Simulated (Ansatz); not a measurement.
**PbTe (WC type): equation of state**

An exercise on one series of results from a longer session: the logs are not shown, and one member is left open.

Program: Ansatz 0.2.0. Level of theory: DFT r²SCAN, scalar-relativistic, plane waves, PAW. These are calculated values, not measurements.

2 further runs of the same task are left out: 1 that didn't finish, 1 set aside as unsound or not needed. Runs told in other sessions of the task aren't counted.

**The system as given**

It takes space group P-6m2 (No. 187, hexagonal). The conventional cell has a = 4.429 Å, b = 4.429 Å, c = 4.180 Å, α = 90.00°, β = 90.00°, γ = 120.00°. Pb (site symmetry -6m2) has 6 Te at 3.30 Å in its first shell of neighbours. Te (site symmetry -6m2) is surrounded by 6 Pb at 3.30 Å.

Coordinates:

```cif
data_structure
_symmetry_space_group_name_H-M 'P-6m2'
_symmetry_Int_Tables_number 187
_cell_length_a 4.4293
_cell_length_b 4.4293
_cell_length_c 4.1803
_cell_angle_alpha 90.000
_cell_angle_beta 90.000
_cell_angle_gamma 120.000
_cell_volume 71.02
loop_
_atom_site_label
_atom_site_type_symbol
_atom_site_symmetry_multiplicity
_atom_site_Wyckoff_symbol
_atom_site_fract_x
_atom_site_fract_y
_atom_site_fract_z
_atom_site_occupancy
Pb1 Pb 1 a 0.00000 0.00000 0.00000 1
Te1 Te 1 f 0.66667 0.33333 0.50000 1
```

This cell comes from an earlier session at r²SCAN: 35.512 Å³/atom at -0.04 GPa, on a 10×10×8 mesh.

Volume factors to run: 0.980, 1.020, 0.960, 1.040, 1.070.

Set-up of the first run:

input.yaml reads:

```yaml
crystal:
  lattice:
    - [4.3995240915, 0.0, 0.0]
    - [-2.1997620458, 3.8100996278, 0.0]
    - [0.0, 0.0, 4.1522477752]
  atoms:
    - { symbol: Pb, position: [0.0, 0.0, 0.0] }
    - { symbol: Te, position: [0.6666666667, 0.3333333333, 0.5] }
basis:
  ecutwfc: 500
  ecutrho_ratio: 4
kpoints:
  mp_grid: { grid: [10, 10, 8] }
hamiltonian:
  xc: r2scan
scf:
  occupations: { method: gaussian, width: 0.05 }
output:
  forces: true
  stress: true
  eigenvalues: true
relax:
  f_tol: 0.01
  max_steps: 40
  cell: { stress_tol: 0.1, fix: [volume] }
```

Run with:

```
> ansatz run input.yaml --threads 2 --pin off --max-ram 2662MiB --backend cpu --events-out ev --progress --plain --runs-dir out
```

Among the steps run: At 0.980 of the relaxed volume; Scaling the volume by 1.020; Volume × 0.960; At 1.040 of the relaxed volume; Scaling the volume by 1.070.

One table of the session follows, with a row left open; its other results are not shown here.

It belongs to the step «Energy and pressure against volume». 

| volume (Å³/atom) | energy (meV/atom) | pressure (GPa) |
| --- | --- | --- |
| 34.091 | 6.49 | 1.55 |
| 34.801 | 1.54 | 0.70 |
| 35.512 | 0.00 | -0.04 |
| 36.222 | ? | ? |
| 36.932 | 6.34 | -1.37 |
| 37.997 | 18.45 | -2.24 |

**Question.** Estimate the row for volume (Å³/atom) = 36.222.

Worked estimate for «energy (meV/atom)». A straight line through the neighbours (35.512, 0.00) and (36.932, 6.34) gives 0.00 + (6.34 − 0.00) × (36.222 − 35.512) / (36.932 − 35.512) = 3.17; a parabola fitted to 4 rows on both sides gives 1.72.

**Answer.** energy (meV/atom): 1.68; pressure (GPa): -0.73. In «energy (meV/atom)» the line misses by +1.49 and the parabola by +0.04.
